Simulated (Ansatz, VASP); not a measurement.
Two plane-wave programs on Si

```
Si
1.0
     2.65191    0.00000    0.00000
    -1.29660    2.22592    0.00000
     0.05778   -0.02111    2.48485
Si
1
Direct
  0.01994 0.00805 0.99302
```

Change from the starting cell: cell strained at random at fixed volume.

Alike in both runs: task density of states; functional RPBE; dispersion D4; k mesh 11 × 12 × 11; occupations fermi-dirac, width 0.05 eV; no spin polarisation.

|  | VASP | Ansatz |
| --- | --- | --- |
| version | VASP 6.6.1 | Ansatz 0.2.0 |
| potentials or method | VASP PAW PBE potentials, release 54 (Si) | Ansatz PAW |
| plane-wave cutoff (eV) | 520 | 420 |
| valence electrons in the cell | 4 | 4 |

```tsv
	VASP	Ansatz	Ansatz less VASP
gap on the k mesh at the Fermi level (eV)	none	none	-
pressure (GPa)	-5.1	-4.7	+0.42
largest component of the traceless stress (GPa)	1.92	1.93	+0.014
dispersion energy (meV/atom)	-911.3	-911.4	-0.11
```

A gap of «none» marks a metal or a gap that the smearing closes. The functional is the same, so the differences come from potentials, cutoffs and numerics.

Caveats: pairwise dispersion overbinds metals, which lowers pressure and volume; the PAW data sets were made with another functional, which shifts forces and pressure a little (VASP); the PAW data sets come from PBE, with cores solved anew for the run's functional, which leaves a small shift of forces and pressure (Ansatz); the density of states is complete only up to the lowest level of the last band computed (Ansatz).
